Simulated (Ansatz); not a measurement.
**Bands of InSe**

```xyz
4
Lattice="5.8679 -2.0550 0.0000 5.8679 2.0550 0.0000 -1.5994 0.0000 4.3237" Properties=species:S:1:pos:R:3 pbc="T T T"
In   10.3665    0.0000    0.0216
In   -0.2301    0.0000    4.3020
Se    6.7188    0.0000    2.7758
Se    3.4176    0.0000    1.5479
```

Atom numbers follow the list: In1, In2, Se3, Se4.

The geometry is COD entry 1540841, unchecked; take it as a test cell.

No spin–orbit coupling, which matters for the heavy atoms here.

All numbers below come from DFT, PBE, all-electron LAPW, scalar-relativistic (Ansatz 0.2.0).

The runs use a Γ-centred 7×7×6 k mesh, Fermi–Dirac smearing of 0.02 eV, basis error target 0.5 meV/atom, no spin polarisation.

Points in fractions of the reciprocal vectors of this cell: Γ (0, 0, 0), C (-0.285, 0.285, 0), C2 (-0.715, -0.285, 0), Y2 (-0.5, -0.5, 0), M2 (-0.5, -0.5, 0.5), D (-0.746, -0.254, 0.5), D2 (-0.254, 0.254, 0.5), A (0, 0, 0.5). The path joins them by straight lines in the order Γ–C–C2–Y2–Γ–M2–D–D2–A; legs that retrace an earlier one aren't tabulated. Energies are in eV from the top of the valence band.

Task: Metal or insulator at this level of theory?

Result: An insulator or semiconductor: gap 0.92 eV.

Task: Tabulate bands 41 to 48, counted from the lowest band of the run, along the path.

Result: 
```json
{"k (1/Å)": "0.00", "point": "Γ", "band 41": "-3.98", "band 42": "-2.77", "band 43": "-2.27", "band 44": "-1.75", "band 45": "-1.13", "band 46": "2.79", "band 47": "3.53", "band 48": "4.40"}
{"k (1/Å)": "0.12", "point": "", "band 41": "-4.08", "band 42": "-2.77", "band 43": "-2.22", "band 44": "-1.71", "band 45": "-1.11", "band 46": "2.75", "band 47": "3.55", "band 48": "3.97"}
{"k (1/Å)": "0.25", "point": "", "band 41": "-4.06", "band 42": "-2.74", "band 43": "-2.09", "band 44": "-1.61", "band 45": "-1.03", "band 46": "2.61", "band 47": "3.01", "band 48": "3.46"}
{"k (1/Å)": "0.37", "point": "", "band 41": "-3.89", "band 42": "-2.61", "band 43": "-1.90", "band 44": "-1.52", "band 45": "-0.90", "band 46": "2.14", "band 47": "2.36", "band 48": "3.28"}
{"k (1/Å)": "0.50", "point": "", "band 41": "-3.60", "band 42": "-2.40", "band 43": "-1.69", "band 44": "-1.50", "band 45": "-0.81", "band 46": "1.51", "band 47": "2.09", "band 48": "3.16"}
{"k (1/Å)": "0.62", "point": "", "band 41": "-3.24", "band 42": "-2.12", "band 43": "-1.67", "band 44": "-1.42", "band 45": "-0.93", "band 46": "1.34", "band 47": "1.99", "band 48": "3.16"}
{"k (1/Å)": "0.75", "point": "", "band 41": "-2.85", "band 42": "-1.91", "band 43": "-1.85", "band 44": "-1.25", "band 45": "-1.23", "band 46": "1.63", "band 47": "2.12", "band 48": "3.31"}
{"k (1/Å)": "0.87", "point": "C", "band 41": "-2.57", "band 42": "-2.22", "band 43": "-1.73", "band 44": "-1.30", "band 45": "-1.15", "band 46": "2.20", "band 47": "2.48", "band 48": "3.49"}
{"k (1/Å)": "0.96", "point": "", "band 41": "-2.56", "band 42": "-2.13", "band 43": "-1.73", "band 44": "-1.34", "band 45": "-1.18", "band 46": "1.94", "band 47": "2.44", "band 48": "3.42"}
{"k (1/Å)": "1.05", "point": "", "band 41": "-2.48", "band 42": "-2.03", "band 43": "-1.74", "band 44": "-1.41", "band 45": "-1.22", "band 46": "1.67", "band 47": "2.44", "band 48": "3.22"}
{"k (1/Å)": "1.13", "point": "", "band 41": "-2.37", "band 42": "-2.02", "band 43": "-1.69", "band 44": "-1.53", "band 45": "-1.21", "band 46": "1.51", "band 47": "2.43", "band 48": "3.12"}
{"k (1/Å)": "1.22", "point": "", "band 41": "-2.37", "band 42": "-2.02", "band 43": "-1.69", "band 44": "-1.53", "band 45": "-1.21", "band 46": "1.51", "band 47": "2.43", "band 48": "3.12"}
{"k (1/Å)": "1.31", "point": "", "band 41": "-2.48", "band 42": "-2.03", "band 43": "-1.74", "band 44": "-1.41", "band 45": "-1.22", "band 46": "1.67", "band 47": "2.44", "band 48": "3.22"}
{"k (1/Å)": "1.39", "point": "", "band 41": "-2.56", "band 42": "-2.13", "band 43": "-1.73", "band 44": "-1.34", "band 45": "-1.18", "band 46": "1.94", "band 47": "2.44", "band 48": "3.42"}
{"k (1/Å)": "1.48", "point": "C2", "band 41": "-2.57", "band 42": "-2.22", "band 43": "-1.73", "band 44": "-1.30", "band 45": "-1.15", "band 46": "2.20", "band 47": "2.48", "band 48": "3.49"}
{"k (1/Å)": "1.57", "point": "", "band 41": "-2.55", "band 42": "-2.45", "band 43": "-1.65", "band 44": "-1.14", "band 45": "-1.12", "band 46": "2.72", "band 47": "2.73", "band 48": "3.22"}
{"k (1/Å)": "1.67", "point": "", "band 41": "-2.65", "band 42": "-2.63", "band 43": "-1.48", "band 44": "-1.10", "band 45": "-0.95", "band 46": "2.50", "band 47": "3.23", "band 48": "3.57"}
{"k (1/Å)": "1.76", "point": "", "band 41": "-2.74", "band 42": "-2.73", "band 43": "-1.32", "band 44": "-1.07", "band 45": "-0.77", "band 46": "2.14", "band 47": "3.34", "band 48": "3.65"}
{"k (1/Å)": "1.86", "point": "", "band 41": "-2.77", "band 42": "-2.74", "band 43": "-1.23", "band 44": "-1.00", "band 45": "-0.60", "band 46": "1.78", "band 47": "3.16", "band 48": "3.67"}
{"k (1/Å)": "1.95", "point": "", "band 41": "-2.75", "band 42": "-2.67", "band 43": "-1.20", "band 44": "-0.86", "band 45": "-0.48", "band 46": "1.44", "band 47": "3.03", "band 48": "3.43"}
{"k (1/Å)": "2.04", "point": "", "band 41": "-2.70", "band 42": "-2.61", "band 43": "-1.19", "band 44": "-0.70", "band 45": "-0.40", "band 46": "1.17", "band 47": "2.94", "band 48": "3.18"}
{"k (1/Å)": "2.14", "point": "Y2", "band 41": "-2.68", "band 42": "-2.59", "band 43": "-1.19", "band 44": "-0.62", "band 45": "-0.37", "band 46": "1.06", "band 47": "2.91", "band 48": "3.08"}
{"k (1/Å)": "2.22", "point": "", "band 41": "-2.66", "band 42": "-2.65", "band 43": "-1.20", "band 44": "-0.64", "band 45": "-0.47", "band 46": "0.95", "band 47": "3.09", "band 48": "3.24"}
{"k (1/Å)": "2.30", "point": "", "band 41": "-2.80", "band 42": "-2.61", "band 43": "-1.26", "band 44": "-0.84", "band 45": "-0.70", "band 46": "0.98", "band 47": "3.13", "band 48": "3.91"}
{"k (1/Å)": "2.38", "point": "", "band 41": "-2.96", "band 42": "-2.54", "band 43": "-1.55", "band 44": "-1.25", "band 45": "-0.79", "band 46": "1.30", "band 47": "3.19", "band 48": "4.39"}
{"k (1/Å)": "2.46", "point": "", "band 41": "-3.09", "band 42": "-2.46", "band 43": "-2.12", "band 44": "-1.44", "band 45": "-0.90", "band 46": "1.77", "band 47": "3.27", "band 48": "4.48"}
{"k (1/Å)": "2.55", "point": "", "band 41": "-3.28", "band 42": "-2.58", "band 43": "-2.37", "band 44": "-1.59", "band 45": "-1.01", "band 46": "2.26", "band 47": "3.36", "band 48": "4.52"}
{"k (1/Å)": "2.63", "point": "", "band 41": "-3.66", "band 42": "-2.75", "band 43": "-2.30", "band 44": "-1.71", "band 45": "-1.09", "band 46": "2.64", "band 47": "3.46", "band 48": "4.47"}
{"k (1/Å)": "2.71", "point": "Γ", "band 41": "-3.98", "band 42": "-2.77", "band 43": "-2.27", "band 44": "-1.75", "band 45": "-1.13", "band 46": "2.79", "band 47": "3.53", "band 48": "4.40"}
{"k (1/Å)": "2.82", "point": "", "band 41": "-3.93", "band 42": "-2.64", "band 43": "-2.25", "band 44": "-1.54", "band 45": "-1.11", "band 46": "2.66", "band 47": "3.50", "band 48": "4.18"}
{"k (1/Å)": "2.92", "point": "", "band 41": "-3.90", "band 42": "-2.32", "band 43": "-2.20", "band 44": "-1.06", "band 45": "-1.04", "band 46": "2.27", "band 47": "3.40", "band 48": "4.07"}
{"k (1/Å)": "3.03", "point": "", "band 41": "-3.70", "band 42": "-2.11", "band 43": "-1.96", "band 44": "-1.02", "band 45": "-0.46", "band 46": "1.74", "band 47": "3.24", "band 48": "3.86"}
{"k (1/Å)": "3.14", "point": "", "band 41": "-3.37", "band 42": "-1.98", "band 43": "-1.63", "band 44": "-1.01", "band 45": "-0.04", "band 46": "1.38", "band 47": "3.06", "band 48": "3.67"}
{"k (1/Å)": "3.25", "point": "", "band 41": "-2.97", "band 42": "-1.82", "band 43": "-1.39", "band 44": "-1.08", "band 45": "-0.12", "band 46": "1.58", "band 47": "2.91", "band 48": "3.65"}
{"k (1/Å)": "3.35", "point": "", "band 41": "-2.56", "band 42": "-1.62", "band 43": "-1.32", "band 44": "-1.22", "band 45": "-0.41", "band 46": "2.10", "band 47": "2.84", "band 48": "3.72"}
{"k (1/Å)": "3.46", "point": "M2", "band 41": "-2.36", "band 42": "-1.43", "band 43": "-1.39", "band 44": "-1.37", "band 45": "-0.52", "band 46": "2.37", "band 47": "3.01", "band 48": "3.27"}
{"k (1/Å)": "3.57", "point": "", "band 41": "-2.55", "band 42": "-1.83", "band 43": "-1.34", "band 44": "-1.32", "band 45": "-0.33", "band 46": "2.29", "band 47": "2.99", "band 48": "3.23"}
{"k (1/Å)": "3.68", "point": "", "band 41": "-2.95", "band 42": "-2.50", "band 43": "-1.31", "band 44": "-1.23", "band 45": "-0.26", "band 46": "1.91", "band 47": "3.20", "band 48": "3.26"}
{"k (1/Å)": "3.78", "point": "", "band 41": "-3.37", "band 42": "-3.19", "band 43": "-1.28", "band 44": "-1.26", "band 45": "-0.49", "band 46": "1.47", "band 47": "3.27", "band 48": "3.66"}
{"k (1/Å)": "3.89", "point": "", "band 41": "-3.81", "band 42": "-3.68", "band 43": "-1.46", "band 44": "-1.30", "band 45": "-0.87", "band 46": "1.19", "band 47": "3.39", "band 48": "3.89"}
{"k (1/Å)": "4.00", "point": "", "band 41": "-4.29", "band 42": "-3.79", "band 43": "-1.80", "band 44": "-1.55", "band 45": "-1.10", "band 46": "1.10", "band 47": "3.52", "band 48": "3.84"}
{"k (1/Å)": "4.11", "point": "", "band 41": "-4.48", "band 42": "-3.75", "band 43": "-2.15", "band 44": "-1.95", "band 45": "-1.17", "band 46": "1.12", "band 47": "3.63", "band 48": "3.68"}
{"k (1/Å)": "4.21", "point": "D", "band 41": "-4.23", "band 42": "-3.74", "band 43": "-2.33", "band 44": "-2.27", "band 45": "-1.26", "band 46": "1.17", "band 47": "3.58", "band 48": "3.70"}
{"k (1/Å)": "4.29", "point": "", "band 41": "-4.18", "band 42": "-3.66", "band 43": "-2.53", "band 44": "-2.10", "band 45": "-1.42", "band 46": "1.36", "band 47": "3.48", "band 48": "3.78"}
{"k (1/Å)": "4.38", "point": "", "band 41": "-4.10", "band 42": "-3.47", "band 43": "-2.73", "band 44": "-2.08", "band 45": "-1.65", "band 46": "1.78", "band 47": "3.36", "band 48": "3.89"}
{"k (1/Å)": "4.46", "point": "", "band 41": "-4.02", "band 42": "-3.28", "band 43": "-2.78", "band 44": "-2.34", "band 45": "-1.66", "band 46": "2.14", "band 47": "3.29", "band 48": "3.97"}
{"k (1/Å)": "4.54", "point": "", "band 41": "-4.02", "band 42": "-3.28", "band 43": "-2.78", "band 44": "-2.34", "band 45": "-1.66", "band 46": "2.14", "band 47": "3.29", "band 48": "3.97"}
{"k (1/Å)": "4.62", "point": "", "band 41": "-4.10", "band 42": "-3.47", "band 43": "-2.73", "band 44": "-2.08", "band 45": "-1.65", "band 46": "1.78", "band 47": "3.36", "band 48": "3.89"}
{"k (1/Å)": "4.70", "point": "", "band 41": "-4.18", "band 42": "-3.66", "band 43": "-2.53", "band 44": "-2.10", "band 45": "-1.42", "band 46": "1.36", "band 47": "3.48", "band 48": "3.78"}
{"k (1/Å)": "4.78", "point": "D2", "band 41": "-4.23", "band 42": "-3.74", "band 43": "-2.33", "band 44": "-2.27", "band 45": "-1.26", "band 46": "1.17", "band 47": "3.58", "band 48": "3.70"}
{"k (1/Å)": "4.90", "point": "", "band 41": "-3.90", "band 42": "-3.77", "band 43": "-2.40", "band 44": "-2.23", "band 45": "-1.39", "band 46": "1.18", "band 47": "3.59", "band 48": "3.70"}
{"k (1/Å)": "5.01", "point": "", "band 41": "-4.10", "band 42": "-3.31", "band 43": "-2.23", "band 44": "-1.94", "band 45": "-1.55", "band 46": "1.20", "band 47": "3.61", "band 48": "3.62"}
{"k (1/Å)": "5.12", "point": "", "band 41": "-3.97", "band 42": "-2.91", "band 43": "-1.88", "band 44": "-1.64", "band 45": "-1.58", "band 46": "1.28", "band 47": "3.42", "band 48": "3.44"}
{"k (1/Å)": "5.23", "point": "", "band 41": "-3.44", "band 42": "-2.46", "band 43": "-1.94", "band 44": "-1.42", "band 45": "-1.07", "band 46": "1.49", "band 47": "2.93", "band 48": "3.15"}
{"k (1/Å)": "5.34", "point": "", "band 41": "-2.78", "band 42": "-2.08", "band 43": "-1.92", "band 44": "-1.33", "band 45": "-0.55", "band 46": "1.72", "band 47": "2.28", "band 48": "2.94"}
{"k (1/Å)": "5.45", "point": "", "band 41": "-2.14", "band 42": "-2.10", "band 43": "-1.42", "band 44": "-1.36", "band 45": "-0.34", "band 46": "1.39", "band 47": "2.22", "band 48": "3.02"}
{"k (1/Å)": "5.56", "point": "A", "band 41": "-2.17", "band 42": "-1.59", "band 43": "-1.59", "band 44": "-1.14", "band 45": "-0.38", "band 46": "1.11", "band 47": "2.32", "band 48": "3.37"}
```
